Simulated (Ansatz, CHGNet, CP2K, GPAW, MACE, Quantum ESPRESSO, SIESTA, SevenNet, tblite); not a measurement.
## Finding the fault: CP2K, generalised stacking fault on (111) (shuffle set) of a GaAs-GaSb solid solution (48 atoms)

Program: CP2K 2026.2, a calculation on a cell of 24 Ga, 10 Sb and 14 As, 25.0 Å³ an atom.

File input.inp:

```
&GLOBAL
  PROJECT cell
  RUN_TYPE ENERGY_FORCE
  PRINT_LEVEL LOW
&END GLOBAL
&FORCE_EVAL
  METHOD QS
  STRESS_TENSOR ANALYTICAL
  &DFT
    BASIS_SET_FILE_NAME BASIS_MOLOPT
    POTENTIAL_FILE_NAME GTH_POTENTIALS
    &MGRID
      CUTOFF 800
      REL_CUTOFF 60
      NGRIDS 5
    &END MGRID
    &QS
      EPS_DEFAULT 1.0E-12
    &END QS
    &SCF
      SCF_GUESS ATOMIC
      EPS_SCF 1.0E-06
      MAX_SCF 60
      ADDED_MOS 33
      &DIAGONALIZATION
        ALGORITHM STANDARD
      &END DIAGONALIZATION
      &SMEAR ON
        METHOD FERMI_DIRAC
        ELECTRONIC_TEMPERATURE [K] 580
      &END SMEAR
      &MIXING
        METHOD BROYDEN_MIXING
        ALPHA 0.15
        NBROYDEN 8
      &END MIXING
      &PRINT
        &RESTART OFF
        &END RESTART
      &END PRINT
    &END SCF
    &XC
      &XC_FUNCTIONAL PBE96
      &END XC_FUNCTIONAL
    &END XC
    &PRINT
      &MULLIKEN ON
      &END MULLIKEN
      &HIRSHFELD ON
        SHAPE_FUNCTION DENSITY
      &END HIRSHFELD
      &MO ON
        EIGENVALUES T
        OCCUPATION_NUMBERS T
        MO_INDEX_RANGE 205 228
        &EACH
          QS_SCF 0
        &END EACH
        ADD_LAST NUMERIC
      &END MO
    &END PRINT
  &END DFT
  &SUBSYS
    &CELL
      A 8.26650 0.00000 0.00000
      B 0.00000 7.15900 0.00000
      C 3.09994 0.00000 20.24871
    &END CELL
    &TOPOLOGY
      COORD_FILE_NAME structure.xyz
      COORD_FILE_FORMAT XYZ
    &END TOPOLOGY
    &KIND Ga
      BASIS_SET DZVP-MOLOPT-SR-GTH-q13
      POTENTIAL GTH-PBE-q13
    &END KIND
    &KIND Sb
      BASIS_SET DZVP-MOLOPT-SR-GTH-q5
      POTENTIAL GTH-PBE-q5
    &END KIND
    &KIND As
      BASIS_SET DZVP-MOLOPT-SR-GTH-q5
      POTENTIAL GTH-PBE-q5
    &END KIND
  &END SUBSYS
  &PRINT
    &FORCES ON
    &END FORCES
    &STRESS_TENSOR ON
    &END STRESS_TENSOR
  &END PRINT
&END FORCE_EVAL
```

File structure.xyz:

```xyz
48

Ga 6.21267 3.55545 18.98074
Sb 6.18960 3.58057 1.27526
Ga 6.16577 5.91534 2.12713
As 6.18494 5.95135 4.65903
Ga 10.36274 3.59833 18.99936
As 2.08646 3.55623 1.24732
Ga 2.05012 5.91240 2.12551
As 2.08110 6.00082 4.62541
Ga 4.12638 0.01947 18.99754
As 4.14321 7.14891 1.29673
[... 34 atom lines left out ...]
Ga 8.27226 4.76295 15.63018
As 8.24591 4.78099 18.14062
Ga 10.32773 1.18460 15.57895
Sb 10.33157 1.15518 18.14021
```

Command:

```sh
$ OMP_NUM_THREADS=2 cp2k.psmp -i input.inp > output.txt
```

The log of the run:

```text
*   ___                                                                       *
 *  /   \                                                                      *
 * [ABORT]                                                                     *
 *  \___/                   invalid value for enumeration:PBE96                *
 *    |                                                                        *
 *  O/|                                                                        *
 * /| |                                                                        *
```

Wall time 0.66 s (2 threads of Arm Neoverse V1, shared host); peak memory 0.14 GiB.

Banners, paths, timers and routine set-up lines are dropped from the logs unmarked, and long logs keep their key lines alone; longer cuts are marked.

**Question.** Which part of the input is at fault, and how is it mended?

An unknown functional: functional pbe96. The sound run has functional pbe.

The program stopped at the start.

[Also dropped from logs without a mark: logging warnings of Python, and SIESTA's first energy breakdown and zero terms.]

[Logs are printed without paths, hosts, clocks, repeated set-up lines and the standing remarks that a program may print on its own settings, such as how far it seeks lower states.]

[Hosts, paths, dates, database ids (printed as entryN), source tags and the programs' standing remarks are cut or masked in the printed files.]
